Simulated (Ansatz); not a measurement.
Below is a relaxed structure of LiF. The cell was found from a structure generator's guess, not taken from experiment.

These are results of DFT PBE, scalar-relativistic, plane waves, PAW in Ansatz, not measurements. Cutoff 420 eV, Γ-centred mesh, Gaussian smearing, no spin polarisation.

```
CELL_PARAMETERS angstrom
4.95776 0.00000 0.00000
-2.47888 4.29355 0.00000
0.00000 0.00000 9.32805
ATOMIC_POSITIONS crystal
Li 0.80182 0.40091 0.08333
Li 0.59909 0.40091 0.41667
Li 0.40091 0.80182 0.25000
Li 0.59909 0.19818 0.75000
Li 0.19818 0.59909 0.58333
Li 0.40091 0.59909 0.91667
F 0.61222 0.22443 0.25000
F 0.22443 0.61222 0.08333
F 0.38778 0.61222 0.41667
F 0.77557 0.38778 0.58333
F 0.61222 0.38778 0.91667
F 0.38778 0.77557 0.75000
```

Energies over the elements count from the elements' standard structures at the same level (F₂ as a molecule), with no fitted energy shifts.

(1) What space group does it have?

(2) How far does it lie from the elements in energy?

(3) Is it a metal?

(4) From what recipe could a structure generator have reached it?

## Answers

(1) P6_122 (No. 178). Conventional cell: a = 4.958 Å, c = 9.328 Å. Li is surrounded by 3 F at 1.80–1.81 Å; around F lie 3 Li at 1.80–1.81 Å.

(2) −2.807 eV/atom.

(3) No, the gap on the 6×6×4 mesh is 6.04 eV.

(4) One such recipe: 3-connected net, two elements alternating (P6_122, No. 178). Other recipes can lead to the same cell.

The last run used a 6×6×4 mesh (in the run's order of axes) for its 12-atom cell and Gaussian smearing of 0.02 eV. Kohn–Sham gaps at this level usually fall short of measured ones. A structure relaxed within its symmetry needn't be a true minimum. Another cell of LiF relaxed alike, in Fm-3m, lies 138 meV/atom lower, so this cell isn't the stable form at this level.
